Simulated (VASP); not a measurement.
# CdTe: relaxation of cell and atoms with PBE

Crystal: CdTe.

```
CELL_PARAMETERS angstrom
0.00000 3.20500 3.20500
3.20500 0.00000 3.20500
3.20500 3.20500 0.00000
ATOMIC_POSITIONS crystal
Cd 0.00000 0.00000 0.00000
Te 0.25000 0.25000 0.25000
```

```
Program                : VASP 6.6.1
Task                   : relaxation of cell and atoms
Functional             : PBE
Potentials or basis    : VASP PAW PBE potentials, release 64 (Cd, Te)
Cutoff                 : 600 eV
k mesh                 : 8 × 8 × 8
Occupations            : gaussian, width 0.03 eV
Spin                   : no spin polarisation
Further INCAR settings : ALGO = Normal; EDIFF = 1e-06; IBRION = 2; EDIFFG = -0.01; NSW = 90; ISIF = 3
```

| Item | Value |
| --- | --- |
| Relaxed volume | 36.30 Å³/atom |
| Relaxed cell | a = 4.683 Å, b = 4.683 Å, c = 4.683 Å, α = 60.00°, β = 60.00°, γ = 60.00° |
| Space group after relaxing (to 0.05 Å) | F-43m (No. 216) |
| Energy gained by relaxing | 42.0 meV/atom |
| Ionic steps | 3 |
| Pressure after relaxing | 0.0 GPa |
| Band gap on the k mesh | 0.58 eV, direct |

Step by step:
| step | energy change (eV) | largest force (eV/Å) | pressure (GPa) | volume (Å³) |
| --- | --- | --- | --- | --- |
| 1 | 0.0000 | 0.0000 | 4.35 | 65.84 |
| 2 | -0.0777 | 0.0000 | -0.93 | 74.74 |
| 3 | -0.0840 | 0.0000 | 0.02 | 72.60 |

Final structure:
```xyz
2
Lattice="0.0000 3.3111 3.3111 3.3111 0.0000 3.3111 3.3111 3.3111 0.0000" Properties=species:S:1:pos:R:3 pbc="T T T"
Cd    0.0000    0.0000    0.0000
Te    1.6556    1.6556    1.6556
```

Levels at points of the mesh, in eV from the valence-band top:
| k point | band 5 | band 6 | band 7 | band 8 | band 9 | band 10 | band 11 | band 12 | band 13 |
| --- | --- | --- | --- | --- | --- | --- | --- | --- | --- |
| (0.00, 0.00, 0.00) | -7.87 | -7.87 | 0.00 | 0.00 | 0.00 | 0.58 | 4.64 | 4.64 | 4.64 |
| (0.50, 0.00, 0.00) | -7.86 | -7.57 | -4.07 | -0.68 | -0.68 | 1.75 | 5.21 | 5.21 | 7.01 |
| (0.50, 0.50, 0.00) | -7.84 | -7.45 | -4.00 | -1.65 | -1.65 | 2.67 | 2.74 | 8.50 | 8.80 |

It took 29 s on 1 thread of Intel(R) Xeon(R) 6975P-C (Granite Rapids), on a shared host, peak memory 0.23 GiB.

Caveat: spin-orbit coupling is left out, which moves the levels of the heavy elements; the volume moved by +10 % from the deposited cell, more than functionals usually miss. Zero-point motion and thermal expansion aren't in these numbers.
